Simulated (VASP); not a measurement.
# Br (Immm) in VASP: settings compared, part 2 of 2

VASP 6.6.1. Earlier steps stand in the parts before.

## Step 3: Band structure, PBE

Contents of run.py:

```python
from ase.calculators.vasp import Vasp
from ase.dft.bandgap import bandgap
from ase.io import read

atoms = read('Br.xyz')
calc = Vasp(
    directory='calc',
    xc='pbe',
    pp='PBE',
    setups='gw',
    prec='Accurate',
    encut=550,
    ediff=1e-07,
    ismear=0,
    sigma=0.05,
    lreal=False,
    lasph=True,
    nelm=60,
    algo='Normal',
    isif=2,
    lwave=False,
    lcharg=True,
    kpts=[13, 13, 13],
    gamma=True,
    nbands=10,
)
atoms.calc = calc

print('energy (eV):', atoms.get_potential_energy())
print('free energy (eV):', atoms.get_potential_energy(force_consistent=True))
efermi = calc.get_fermi_level()
print('Fermi level (eV):', efermi)
path = atoms.cell.bandpath(npoints=60, eps=1e-4)
print('path:', path.path)
calc.set(kpts=path.kpts, reciprocal=True, icharg=11, isym=0, lcharg=False)
calc.calculate(atoms)
print('gap on the path (eV):', bandgap(calc, efermi=efermi)[0])
print('direct gap on the path (eV):', bandgap(calc, efermi=efermi, direct=True)[0])
```

Contents of Br.xyz:

```xyz
1
Lattice="-1.2867684050 1.7199972000 3.5779911600 1.2867684050 -1.7199972000 3.5779911600 1.2867684050 1.7199972000 -3.5779911600" Properties=species:S:1:pos:R:3 pbc="T T T"
Br     0.0000000000      0.0000000000      0.0000000000
```

Potentials or basis: VASP PAW PBE potentials, release 64 (Br_GW).

Run with:

```console
$ python run.py
```

Run time: 66 s. Hardware: 1 thread of Intel Xeon 6975P-C (Granite Rapids), shared host; peak memory 0.16 GiB.

It converged, with:

```
Band gap along the path : none (metal or under the smearing width)
```

Levels at the corners of the path, in eV from the Fermi level:
```tsv
point	band 1	band 2	band 3	band 4	band 5	band 6	band 7
Γ	-15.71	-1.81	-1.07	4.04	5.50	9.40	12.19
X	-12.90	-5.64	-0.85	0.73	8.78	11.26	12.00
L	-12.62	-5.29	-1.31	-0.30	7.38	8.89	13.79
T	-12.39	-5.60	-1.38	0.03	6.71	8.69	13.70
W	-12.39	-5.60	-1.39	0.02	6.89	9.29	11.48
R	-12.74	-5.98	-0.34	0.88	7.64	11.66	12.13
X1	-12.90	-5.64	-0.85	0.73	8.78	11.26	12.00
Z	-15.51	-3.68	-1.31	3.94	7.40	11.60	12.47
Γ	-15.71	-1.81	-1.07	4.04	5.50	9.40	12.19
Y	-15.25	-3.73	-2.77	4.15	8.58	10.62	13.13
S	-15.23	-4.07	-2.15	4.19	6.61	12.60	13.22
W	-12.39	-5.60	-1.39	0.02	6.89	9.29	11.48
L1	-12.62	-5.29	-1.31	-0.30	7.38	8.89	13.79
Y	-15.25	-3.73	-2.77	4.15	8.58	10.62	13.13
Y1	-15.25	-3.73	-2.77	4.15	8.58	10.62	13.13
Z	-15.51	-3.68	-1.31	3.94	7.40	11.60	12.47
```

Caveat: the log is that of the step along the path at fixed density, whose energy, stress, charges and moments have no meaning; an odd number of electrons without spin polarisation forces a metal; a magnetic or distorted state may lie lower.

## Step 4: Band structure, LDA, collinear spin, ferromagnetic start

Contents of INCAR:

```
SYSTEM = Br
ALGO = Normal
EDIFF = 1E-7
ENCUT = 520
GGA = CA
ISIF = 2
ISMEAR = 0
ISPIN = 2
LASPH = .True.
LCHARG = .False.
LORBIT = 11
LREAL = .False.
LWAVE = .False.
MAGMOM = 0.5
NBANDS = 14
NELM = 100
NUPDOWN = 0
PREC = Accurate
SIGMA = 0.01
```

Contents of KPOINTS:

```
k-points
0
Gamma
  13 13 13
  0 0 0
```

Contents of POSCAR:

```
Br
1.0
   -1.2867684050      1.7199972000      3.5779911600
    1.2867684050     -1.7199972000      3.5779911600
    1.2867684050      1.7199972000     -3.5779911600
Br
1
Direct
    0.0000000000      0.0000000000      0.0000000000
```

Contents of KPOINTS_OPT:

```
path GXLTWRX1ZGYSW,L1Y,Y1Z
20
line-mode
reciprocal
 0.0000000000  0.0000000000  0.0000000000  G
-0.2823342104  0.2823342104  0.2823342104  X

-0.2823342104  0.2823342104  0.2823342104  X
-0.4745622690  0.4745622690  0.0901061518  L

-0.4745622690  0.4745622690  0.0901061518  L
-0.5000000000  0.5000000000  0.0000000000  T

-0.5000000000  0.5000000000  0.0000000000  T
-0.7500000000  0.2500000000  0.2500000000  W

-0.7500000000  0.2500000000  0.2500000000  W
-0.5000000000  0.0000000000  0.5000000000  R

-0.5000000000  0.0000000000  0.5000000000  R
-0.7176657896 -0.2823342104  0.7176657896  X1

-0.7176657896 -0.2823342104  0.7176657896  X1
-0.5000000000 -0.5000000000  0.5000000000  Z

-0.5000000000 -0.5000000000  0.5000000000  Z
 0.0000000000  0.0000000000  0.0000000000  G

 0.0000000000  0.0000000000  0.0000000000  G
-0.3077719414  0.3077719414 -0.3077719414  Y

-0.3077719414  0.3077719414 -0.3077719414  Y
-0.5000000000  0.0000000000  0.0000000000  S

-0.5000000000  0.0000000000  0.0000000000  S
-0.7500000000  0.2500000000  0.2500000000  W

-0.5254377310  0.5254377310 -0.0901061518  L1
-0.3077719414  0.3077719414 -0.3077719414  Y

-0.6922280586 -0.3077719414  0.3077719414  Y1
-0.5000000000 -0.5000000000  0.5000000000  Z
```

Potentials or basis: VASP PAW LDA potentials, release 64 (Br).

Run with:

```console
$ cat potpaw_LDA.64/Br/POTCAR > POTCAR
$ mpirun -np 1 vasp_std > vasp.out
```

It took 5.1 min on 1 thread of AMD EPYC 9R45 (Zen 5), shared host; peak memory 0.43 GiB.

The run converged. Its results:

```yaml
Free_energy: -2.0434 eV
Pressure: -2.3 GPa
Net_moment: 0.00 μB per cell
Valence_electrons_inside_the_program's_atomic_spheres: Br 4.71
```

Stress tensor (GPa, compression positive):
```
-3.87  0.00  0.00
 0.00 -2.02  0.00
 0.00  0.00 -1.03
```

Caveat: the total moment is fixed, so each spin has its own Fermi level.

## Step 5: Density of states, vdW-DF (cell strained at random at fixed volume)

Contents of POSCAR:

```
Br
4.1578
   -0.311952955890      0.407014286401      0.858493915051
    0.300634951176     -0.400522151138      0.851302611958
    0.328412622060      0.412836115253     -0.855373033816
Br
1
Direct
    0.0000000000      0.0000000000      0.0000000000
```

Contents of INCAR.step1:

```
PREC     = Accurate       # precision mode
ENCUT    = 600            # plane-wave cutoff, eV
EDIFF    = 1E-6           # SCF threshold, eV
ISMEAR   = -5             # smearing method
SIGMA    = 0.3            # smearing width, eV
LREAL    = False          # projectors in reciprocal space
LASPH    = True           # aspherical terms in the spheres
NELM     = 100            # most SCF steps
ALGO     = Fast           # electronic algorithm
ISIF     = 2              # what is computed and relaxed
LWAVE    = False          # write WAVECAR
LCHARG   = True           # write CHGCAR
GGA      = RE             # functional
LUSE_VDW = True         
AGGAC    = 0.0
```

Contents of KPOINTS.step1:

```
regular mesh
0
Gamma
  16 16 16
```

Contents of INCAR.step2:

```
PREC     = Accurate       # precision mode
ENCUT    = 600            # plane-wave cutoff, eV
EDIFF    = 1E-6           # SCF threshold, eV
ISMEAR   = -5             # smearing method
SIGMA    = 0.3            # smearing width, eV
LREAL    = False          # projectors in reciprocal space
LASPH    = True           # aspherical terms in the spheres
NELM     = 100            # most SCF steps
ALGO     = Fast           # electronic algorithm
ISIF     = 2              # what is computed and relaxed
LWAVE    = False          # write WAVECAR
LCHARG   = False          # write CHGCAR
GGA      = RE             # functional
LUSE_VDW = True         
AGGAC    = 0.0          
LORBIT   = 10             # projections on sites
NEDOS    = 2001           # points of the DOS
ICHARG   = 11             # starting density
```

Contents of KPOINTS.step2:

```
regular mesh
0
Gamma
  24 24 24
```

Potentials or basis: VASP PAW PBE potentials, release 64 (Br_GW).

Run with:

```console
$ cat potpaw_PBE.64/Br_GW/POTCAR > POTCAR
$ cp INCAR.step1 INCAR
$ cp KPOINTS.step1 KPOINTS
$ mpirun -np 1 vasp_std > vasp.out
$ cp INCAR.step2 INCAR
$ cp KPOINTS.step2 KPOINTS
$ mpirun -np 1 vasp_std > vasp.out
```

Wall time 25 min (1 thread of AMD EPYC 9R45 (Zen 5), shared host); peak memory 2.2 GiB.

Results (log left out):

| Property | Result |
| --- | --- |
| Valence electrons inside the program's atomic spheres | Br 4.74 |

Levels at points of the mesh, in eV from the Fermi level:
| k point | band 2 | band 3 | band 4 | band 5 | band 6 | band 7 |
| --- | --- | --- | --- | --- | --- | --- |
| (0.00, 0.00, 0.00) | -1.63 | -0.87 | 3.60 | 5.79 | 9.67 | 12.46 |
| (0.50, 0.00, 0.00) | -3.96 | -1.96 | 3.76 | 6.86 | 12.92 | 13.16 |
| (0.00, 0.50, 0.00) | -5.66 | -0.45 | 0.84 | 7.70 | 11.60 | 12.54 |
| (0.50, 0.50, 0.00) | -5.24 | -1.50 | -0.09 | 6.93 | 8.62 | 13.95 |
| (0.00, 0.00, 0.50) | -5.27 | -1.48 | 0.04 | 6.94 | 9.06 | 13.58 |
| (0.50, 0.00, 0.50) | -5.67 | -0.37 | 0.85 | 7.85 | 11.60 | 12.62 |
| (0.00, 0.50, 0.50) | -3.96 | -2.01 | 3.76 | 6.80 | 13.03 | 13.17 |
| (0.50, 0.50, 0.50) | -3.56 | -1.11 | 3.49 | 7.77 | 11.99 | 12.34 |

States per cell in windows of 1 eV (zero at the Fermi level; states under -8 eV left out):
```tsv
from (eV)	total	Br1_p	Br1_d	Br1_s
-8.0	0.00	0.00	0.00	0.00
-7.0	0.00	0.00	0.00	0.00
-6.0	0.30	0.18	0.00	0.00
-5.0	0.26	0.15	0.00	0.01
-4.0	0.63	0.34	0.00	0.01
-3.0	0.91	0.51	0.01	0.01
-2.0	1.52	0.94	0.01	0.01
-1.0	1.35	0.91	0.01	0.01
0.0	0.41	0.30	0.00	0.01
1.0	0.16	0.12	0.00	0.01
2.0	0.19	0.15	0.00	0.00
3.0	0.26	0.23	0.00	0.00
4.0	0.00	0.00	0.00	0.00
5.0	0.00	0.00	0.00	0.00
6.0	0.09	0.00	0.01	0.01
7.0	0.53	0.02	0.07	0.02
```

Caveat: the PAW data sets were made with another functional, which shifts forces and pressure a little; an odd number of electrons without spin polarisation forces a metal; a magnetic or distorted state may lie lower; tetrahedron occupations give inexact forces and stress in metals.

## Step 6: For comparison

An earlier run on the cell as given: functional PBE; potentials or basis VASP PAW PBE potentials, release 64 (Br); cutoff 520 eV; k mesh 13 × 13 × 13; occupations fermi-dirac, width 0.05 eV; no spin polarisation.

- Pressure: 1.1 GPa
- Band gap on the k mesh: none (metal or under the smearing width)

## Step 7: Overview

```csv
task,level,potentials or basis,spin,fixed moment (μB),cell,k mesh,cutoff (eV),smearing,k mesh for the DOS,occupations for the DOS,other keys,gap on the mesh (eV),pressure (GPa)
optical spectrum,PBE+D3(BJ),"VASP PAW PBE potentials, release 64 (Br)",off,-,volume scaled by 0.88,13 × 13 × 13,520,gaussian 0.05 eV,-,-,-,none,5.3
band structure,PBE,"VASP PAW PBE potentials, release 64 (Br_GW)",off,-,as given,13 × 13 × 13,550,gaussian 0.05 eV,-,-,-,-,-
band structure,LDA,"VASP PAW LDA potentials, release 64 (Br)","collinear, ferromagnetic start",0,as given,13 × 13 × 13,520,gaussian 0.01 eV,-,-,-,-,-2.3
density of states,vdW-DF,"VASP PAW PBE potentials, release 64 (Br_GW)",off,-,cell strained at random at fixed volume,16 × 16 × 16,600,tetrahedron 0.3 eV,24 × 24 × 24,tetrahedron,k = 16 × 16 × 16; ISMEAR = -5; SIGMA = 0.3,-,-
single point,PBE,"VASP PAW PBE potentials, release 64 (Br)",off,-,as given,13 × 13 × 13,520,fermi-dirac 0.05 eV,-,-,-,none,1.1
```

Caveats: an odd number of electrons without spin polarisation forces a metal (some runs); a magnetic or distorted state may lie lower (some runs); spectra need much finer meshes, so this one isn't converged (some runs); independent-particle spectra lack excitons (some runs); the intraband (Drude) part of a metal's response may be missing (some runs); pairwise dispersion overbinds metals, which lowers pressure and volume (some runs); the total moment is fixed, so each spin has its own Fermi level (some runs).

Absolute energies hang on the potentials; compare differences alone.
